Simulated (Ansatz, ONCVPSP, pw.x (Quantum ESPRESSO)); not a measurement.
## pw.x on sc P: one setting changed

Potential: optimised norm-conserving Vanderbilt (ONCV), ONCVPSP 4.0.1.1 (patched build), PBE; core [Ne], reference 3s2 3p3; waves: 3s: rc 1.50 bohr, ncon 4, nbas 8, qcut 5.6 1/bohr, 1 projector; 3p: rc 1.85 bohr, ncon 3, nbas 6, qcut 4.6 1/bohr, 3 projectors, debl 2.5 Ha; d scattering state at 0.32 Ha: rc 1.95 bohr, ncon 3, nbas 6, qcut 5.5 1/bohr, 1 projector; local part: polynomial inside 1.24 bohr (lpopt 5, dvloc0 -1 Ha); core correction: none.

The reference run (k-mesh 13³, cutoffs 35/140 Ry, Fermi–Dirac 0.01 Ry, mixing_beta 0.4, conv_thr 1e-9, no spin) gives 0.57 GPa at 14.621 Å³/atom, where all-electron LAPW gives 0.27 GPa. This run, with its own iteration cap, changes k-mesh shift to 1.

```
&control
  calculation='scf', prefix='x', pseudo_dir='./', outdir='./tmp', tstress=.true., disk_io='none'
/
&system
  ibrav=0, nat=1, ntyp=1, ecutwfc=35, ecutrho=140, nbnd=9,
  occupations='smearing', smearing='fd', degauss=0.01
/
&electrons
  conv_thr=1e-09, mixing_beta=0.4, electron_maxstep=50
/
ATOMIC_SPECIES
P 1.0 P.UPF
CELL_PARAMETERS angstrom
  2.44526365 0.00000000 0.00000000
  0.00000000 2.44526365 0.00000000
  0.00000000 0.00000000 2.44526365
ATOMIC_POSITIONS crystal
P 0.0000 0.0000 0.0000
K_POINTS automatic
13 13 13 1 1 1
```

```bash
pw.x < P.scf.in > P.scf.out
```

Problem. How does the run end?

Solution. It converges in 7 iterations; the free energy moves by +3.7 meV/atom and the pressure by +0.16 GPa.

```
Message from routine setup:
     using ibrav=0 with symmetry is DISCOURAGED, use correct ibrav instead
     lattice parameter (alat)  =       4.6209  a.u.
     unit-cell volume          =      98.6674 (a.u.)^3
     number of electrons       =         5.00
     number of Kohn-Sham states=            9
     kinetic-energy cutoff     =      35.0000  Ry
     charge density cutoff     =     140.0000  Ry
     scf convergence threshold =      1.0E-09
     Exchange-correlation= PBE
     number of k points=    84  Fermi-Dirac smearing, width (Ry)=  0.0100
     iteration #  1     ecut=    35.00 Ry     beta= 0.40
     total energy              =     -13.18893315 Ry
     estimated scf accuracy    <       0.00516332 Ry
     iteration #  2     ecut=    35.00 Ry     beta= 0.40
     total energy              =     -13.18909436 Ry
     estimated scf accuracy    <       0.00186792 Ry
     iteration #  3     ecut=    35.00 Ry     beta= 0.40
     total energy              =     -13.18910646 Ry
     estimated scf accuracy    <       0.00000092 Ry
     iteration #  4     ecut=    35.00 Ry     beta= 0.40
     total energy              =     -13.18910669 Ry
     estimated scf accuracy    <       0.00000014 Ry
     iteration #  5     ecut=    35.00 Ry     beta= 0.40
     total energy              =     -13.18910671 Ry
     estimated scf accuracy    <          8.7E-09 Ry
     iteration #  6     ecut=    35.00 Ry     beta= 0.40
     total energy              =     -13.18910671 Ry
     estimated scf accuracy    <          2.7E-09 Ry
     iteration #  7     ecut=    35.00 Ry     beta= 0.40
     the Fermi energy is    10.9287 ev
!    total energy              =     -13.18910671 Ry
     estimated scf accuracy    <          3.1E-12 Ry
     smearing contrib. (-TS)   =      -0.00157216 Ry
     The total energy is F=E-TS. E is the sum of the following terms:
     one-electron contribution =       5.16068665 Ry
     hartree contribution      =       0.42474800 Ry
     xc contribution           =      -3.42254705 Ry
     ewald contribution        =     -15.35042214 Ry
     convergence has been achieved in   7 iterations
          total   stress  (Ry/bohr**3)                   (kbar)     P=        7.27
     Message from routine punch:
     Nothing written, as per user request (disk_io='none')
```

The run took about 2.3 s on one core of a shared host (Neoverse-V2, 96 threads, 742 GiB, load 67).
